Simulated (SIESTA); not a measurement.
BaTiO3 in SIESTA: the effect of functional

Crystal: BaTiO3.

```xyz
5
Lattice="4.0060 0.0000 0.0000 0.0000 4.0060 0.0000 0.0000 0.0000 4.0060" Properties=species:S:1:pos:R:3 pbc="T T T"
Ba    2.0030    2.0030    2.0030
Ti    0.0000    0.0000    0.0000
O     0.0000    0.0000    2.0030
O     0.0000    2.0030    0.0000
O     2.0030    0.0000    0.0000
```

Alike in all runs:

| Item | Value |
| --- | --- |
| Program | SIESTA 5.4.2 |
| Task | band structure |
| Basis | DZP (energy shift 0.003 Ry; two zetas on semicore shells; d shell added on Ba) |
| Grid cutoff | 800 Ry |
| Energy shift | 0.003 Ry |
| k mesh | 7 × 7 × 7 |
| Occupations | fermi-dirac, width 0.05 eV |
| Spin | no spin polarisation |

Question: One run gave: gap on the mesh 1.68 eV; pressure -7.1 GPa. Which functional did it use?
A. BLYP
B. AM05
C. vdW-DF-cx
D. LDA

Answer: D.

```tsv
functional	potentials or basis	gap on the mesh (eV)	pressure (GPa)
LDA	PseudoDojo 0.4 standard (LDA files)	1.68	-7.1
AM05	PseudoDojo 0.4 standard (PBEsol files)	1.71	-1.7
BLYP	PseudoDojo 0.4 standard (PBE files)	1.79	9.9
vdW-DF-cx	PseudoDojo 0.4 standard (PBE files)	1.75	-1.1
```

Caveats: this set's barium file shifts pressures by up to 1 GPa against other sets; spin-orbit coupling is left out, which moves the levels of the heavy elements; the basis of atomic orbitals isn't converged, which shifts pressures, moduli and gaps; the potentials were made for another functional, which shifts forces and pressure (some runs).

A k mesh can miss the band edges.

Runs at the PBE level aren't shown here.
